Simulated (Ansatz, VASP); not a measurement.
# As: VASP beside Ansatz

```
As
1.0
     1.87975    1.08527    3.48577
    -1.87975    1.08527    3.48577
     0.00000   -2.17055    3.48577
As
2
Direct
  0.22754 0.22754 0.22754
  0.77246 0.77246 0.77246
```

Alike in both runs: task electric field gradients; functional r2SCAN; k mesh 11 × 11 × 11; occupations fermi-dirac, width 0.03 eV; no spin polarisation.

|  | VASP | Ansatz |
| --- | --- | --- |
| version | VASP 6.6.1 | Ansatz 0.2.0 |
| potentials or method | VASP PAW PBE potentials, release 64 (As) | PAW with Ansatz's default frozen-core files, scalar-relativistic |
| plane-wave cutoff (eV) | 520 | 500 |
| valence electrons in the cell | 10 | 30 |

|  | VASP | Ansatz | Ansatz less VASP |
| --- | --- | --- | --- |
| pressure (GPa) | 1.8 | 1.7 | -0.08 |
| largest component of the traceless stress (GPa) | 0.08 | 0.05 | -0.033 |
| rms of the force components (eV/Å) | 0.013 | 0.036 | +0.0232 |
| Vzz of the field gradient on the site that differs most (V/Å²) | -58.5 | -62.2 | -3.71 |

Atom by atom the forces differ by 0.023 eV/Å (rms over components). The functional is the same, so the differences come from potentials, cutoffs and numerics. The two sets of potentials don't hold the same shells in valence.

Caveats: the PAW data sets were made with another functional, which shifts forces and pressure a little (VASP).
